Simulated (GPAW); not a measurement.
Runs of GPAW 26.7.0 on CoO. It takes space group R3m (No. 160, trigonal). Conventional cell: a = 3.204 Å, b = 3.204 Å, c = 7.699 Å, α = 90.00°, β = 90.00°, γ = 120.00°. Co (site symmetry 3m) is surrounded by 4 O at 1.91 to 1.96 Å. O (site symmetry 3m) has 4 Co at 1.91 to 1.96 Å as nearest neighbours. Measurements of this composition are mostly on another form, of space group No. 225.

```csv
task,level,potentials or basis,k mesh,cutoff (eV),smearing,maxiter,band path,band points,convergence,gap on the mesh (eV),pressure (GPa),moment (μB),largest force (eV/Å)
single point,LDA,"the program's PAW data sets (release 1.2.1) made for this functional, pw",10 × 10 × 10,800,gaussian 0.1 eV,150,-,-,-,none,-15.2,2.61,(b)
single point,PBEsol,"PAW data sets generated in the run's folder for this functional, pw",10 × 10 × 10,800,fermi-dirac 0.05 eV,150,-,-,-,none,-6.8,(a),0.25
band structure,PBEsol,"PAW data sets generated in the run's folder for this functional, pw",7 × 7 × 7,800,fermi-dirac 0.05 eV,150,"GLB1,BZGX,QFP1Z,LP",100,-,-,-6.8,2.78,0.26
single point,r2SCAN,"GPAW PAW data sets (gpaw-data 1.2.1), pw",8 × 8 × 8,650,fermi-dirac 0.05 eV,120,-,-,default,none,3.4,2.99,(c)
```

Alike in all rows: spin collinear, ferromagnetic start; cell as given.

Question: Estimate the missing entries.

Answer: (a) 2.77; (b) 0.21; (c) 0.41.

Caveats: a cell with one magnetic atom can't hold antiferromagnetic order, which such compounds often take; semilocal functionals often make such compounds metallic where correlation or magnetic order opens a gap, which also shifts bond lengths; so large a pressure means that the cell lies far from this level's equilibrium, or that cutoff or potentials fall short (some runs); the cutoff is short for stress and forces, so pressures can be off by a GPa or more (some runs); the PAW data sets were made with another functional, which shifts forces and pressure a little (some runs).

A k mesh can miss the band edges.

A gap of «none» marks a metal or a gap under the smearing width.

Not every run made on this cell is shown here.
